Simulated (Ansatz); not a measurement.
GeS: a prediction, then the measurements

The calculation used DFT PBE, scalar-relativistic, plane waves, PAW in Ansatz.

Plane waves to 420 eV, a k mesh through Γ of 4×8×6 on the computed 8-atom cell and Gaussian smearing (0.02 eV); no spin polarisation.

Relaxed structure:

```cif
data_structure
_symmetry_space_group_name_H-M 'Pnma'
_symmetry_Int_Tables_number 62
_cell_length_a 10.7740
_cell_length_b 3.6678
_cell_length_c 4.4513
_cell_angle_alpha 90.000
_cell_angle_beta 90.000
_cell_angle_gamma 90.000
_cell_volume 175.90
loop_
_atom_site_label
_atom_site_type_symbol
_atom_site_symmetry_multiplicity
_atom_site_Wyckoff_symbol
_atom_site_fract_x
_atom_site_fract_y
_atom_site_fract_z
_atom_site_occupancy
Ge1 Ge 4 c 0.12578 0.25000 0.63485 1
S1 S 4 c 0.84710 0.25000 0.00281 1
```

- Space group: Pnma (No. 62)
- Volume per atom: 21.99 Å³
- Formation energy from the elements' standard states (uncorrected): -0.271 eV/atom
- Kohn–Sham band gap: 1.24 eV, direct at Γ
- Orbital (Löwdin) character of the top 1 eV of the valence band: S 3p 58 %, Ge 4s 21 %, Ge 4p 19 %
- Orbital (Löwdin) character of the lowest 1 eV of the conduction band: Ge 4p 59 %, S 3p 20 %, S 3s 9 %, Ge 4s 8 %, unprojected 6 %
- Electron masses at the edge by direction of the standard setting (m_e; one valley, along these axes only; no spin-orbit coupling): x: 0.12; y: 1.4; z: 2.1
- Hole masses at the edge by direction of the standard setting (m_e; one valley, along these axes only; no spin-orbit coupling): x: 0.87; y: 3.0; z: 2.1
- Bader charge by site (e): Ge (4 in the cell) 0.82, S (4 in the cell) -0.82

The cell holds layers, chains or molecules and no dispersion correction was added, so their binding is poorly described.

**Against measurements.**

A measured band gap of GeS is 1.65 eV (direct; 300 K; a printed reference work (data compilation)); the calculated 1.24 eV falls short of it by 0.41 eV. Kohn–Sham gaps of semilocal functionals fall short of measured ones as a rule.

It was relaxed from a cell as deposited in COD. Löwdin shares on free-atom orbitals overweight diffuse shells in the empty bands.
